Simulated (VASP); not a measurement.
All values below come from PBEsol GGA, VASP's PBE PAW potentials (set 64) (plane waves; VASP).

The input files of a VASP run:

POSCAR:
```
CaF2
1.0
  0.0000000000   2.7137071616   2.7137071616
  2.7137071616   0.0000000000   2.7137071616
  2.7137071616   2.7137071616   0.0000000000
Ca F
1 2
Cart
  0.0000000000   0.0000000000   0.0000000000
  1.3568535808   1.3568535808   1.3568535808
  4.0705607424   4.0705607424   4.0705607424
```

INCAR:
```
NSW  =  40   ! most ionic steps
IBRION  =  2   ! conjugate gradients
LCHARG  =  .FALSE.
PREC  =  Accurate
SYSTEM  =  CaF2
SIGMA  =  0.05   ! width (eV)
ENCUT  =  620
LASPH  =  .TRUE.   ! aspherical one-centre terms
NELM  =  100
ISIF  =  3   ! ions, shape and volume
EDIFF  =  1E-6   ! SCF stop (eV)
GGA  =  PS
EDIFFG  =  -0.02
ISMEAR  =  0   ! Gaussian
LREAL  =  .FALSE.
ALGO  =  Normal   ! blocked Davidson
LWAVE  =  .FALSE.
```

### KPOINTS
```
Automatic mesh
0
Gamma
7 7 7
0 0 0
```

POTCAR, in this order: Ca_sv F (PBE.64 set). Program: vasp_std.

The run wrote:

OSZICAR:
```
       N       E                     dE             d eps       ncg     rms          rms(c)
DAV:   1     0.243134702820E+03    0.24313E+03   -0.15422E+04   640   0.176E+03
DAV:   2    -0.869668000412E+01   -0.25183E+03   -0.24501E+03   832   0.414E+02
DAV:   3    -0.186237658923E+02   -0.99271E+01   -0.99213E+01   712   0.946E+01
DAV:   4    -0.189834172617E+02   -0.35965E+00   -0.35954E+00  1120   0.135E+01
DAV:   5    -0.189860114676E+02   -0.25942E-02   -0.25942E-02   696   0.128E+00    0.736E+00
DAV:   6    -0.179043930913E+02    0.10816E+01   -0.58042E+00   680   0.174E+01    0.308E+00
DAV:   7    -0.178929003921E+02    0.11493E-01   -0.15525E-01   800   0.381E+00    0.163E+00
DAV:   8    -0.179014393589E+02   -0.85390E-02   -0.29105E-02   848   0.219E+00    0.178E-01
DAV:   9    -0.179051682512E+02   -0.37289E-02   -0.75376E-03   864   0.662E-01    0.144E-01
DAV:  10    -0.179058482605E+02   -0.68001E-03   -0.12627E-03   752   0.284E-01    0.280E-02
DAV:  11    -0.179058464079E+02    0.18526E-05   -0.10136E-04   832   0.874E-02    0.840E-03
DAV:  12    -0.179058532960E+02   -0.68881E-05   -0.22604E-05   712   0.360E-02    0.419E-03
DAV:  13    -0.179058532352E+02    0.60786E-07   -0.28599E-06   872   0.132E-02
   1 F= -.17905853E+02 E0= -.17905853E+02  d E =-.179059E+02
```

### OUTCAR
```
------------------------ aborting loop because EDIFF is reached ----------------------------------------
  FORCE on cell =-STRESS in cart. coord.  units (eV):
  Direction    XX          YY          ZZ          XY          YZ          ZX
  --------------------------------------------------------------------------------------
  Total       -0.0337698     -0.0337698     -0.0337698      0.0000000      0.0000000      0.0000000
  in kB       -1.3536936     -1.3536936     -1.3536936      0.0000000      0.0000000      0.0000000
  external PRESSURE =      -1.3536936 kB  Pullay stress =       0.0000000 kB
  volume of cell :       39.97
      direct lattice vectors                 reciprocal lattice vectors
     0.000000000  2.713707162  2.713707162    -0.184249799  0.184249799  0.184249799
     2.713707162  0.000000000  2.713707162     0.184249799 -0.184249799  0.184249799
     2.713707162  2.713707162  0.000000000     0.184249799  0.184249799 -0.184249799
 POSITION                                       TOTAL-FORCE (eV/Angst)
 -----------------------------------------------------------------------------------
      0.00000      0.00000      0.00000         0.000000     -0.000000      0.000000
      1.35685      1.35685      1.35685        -0.000000     -0.000000     -0.000000
      4.07056      4.07056      4.07056         0.000000      0.000000      0.000000
 -----------------------------------------------------------------------------------
    total drift:                                0.000000     -0.000000      0.000000
  FREE ENERGIE OF THE ION-ELECTRON SYSTEM (eV)
  ---------------------------------------------------
  free  energy   TOTEN  =       -17.9058532352 eV

  energy  without entropy=      -17.9058532352  energy(sigma->0) =      -17.90585324

 reached required accuracy - stopping structural energy minimisation
```
(Selected blocks of OUTCAR.)

OUTCAR:
```
 val. band max:       -1.0162982204   @ k =  -0.4286   0.4286   0.0000

 cond. band min:       6.2202198087   @ k =   0.0000   0.0000   0.0000


 Fermi energy:        -0.7006148303

 k-point     1 :       0.0000    0.0000    0.0000
  band No.  band energies     occupation
      1     -36.7029      2.00000
      2     -20.8539      2.00000
      3     -20.0342      2.00000
      4     -17.7275      2.00000
      5     -17.7275      2.00000
      6     -17.7275      2.00000
      7      -3.1902      2.00000
      8      -3.1902      2.00000
      9      -3.1902      2.00000
     10      -1.2463      2.00000
     11      -1.2463      2.00000
     12      -1.2463      2.00000
     13       6.2202      0.00000
     14       8.2105      0.00000
     15       8.2105      0.00000
     16      10.3922      0.00000

 k-point     2 :       0.1429    0.0000    0.0000
  band No.  band energies     occupation
      1     -36.6955      2.00000
      2     -20.9070      2.00000
      3     -20.0904      2.00000
      4     -17.7365      2.00000
      5     -17.7365      2.00000
      6     -17.6340      2.00000
      7      -3.0950      2.00000
      8      -3.0950      2.00000
      9      -3.0154      2.00000
     10      -1.4872      2.00000
     11      -1.3425      2.00000
     12      -1.3425      2.00000
     13       6.7414      0.00000
     14       8.2566      0.00000
     15       8.2566      0.00000
     16      10.1951      0.00000

 k-point     3 :       0.2857    0.0000    0.0000
  band No.  band energies     occupation
      1     -36.6791      2.00000
      2     -20.9821      2.00000
      3     -20.2657      2.00000
      4     -17.7565      2.00000
      5     -17.7565      2.00000
      6     -17.4129      2.00000
      7      -2.8564      2.00000
      8      -2.8564      2.00000
      9      -2.6323      2.00000
     10      -1.9430      2.00000
     11      -1.5739      2.00000
     12      -1.5739      2.00000
     13       7.8163      0.00000
...
```

The compound is CaF2 in the fluorite structure. It was relaxed first.
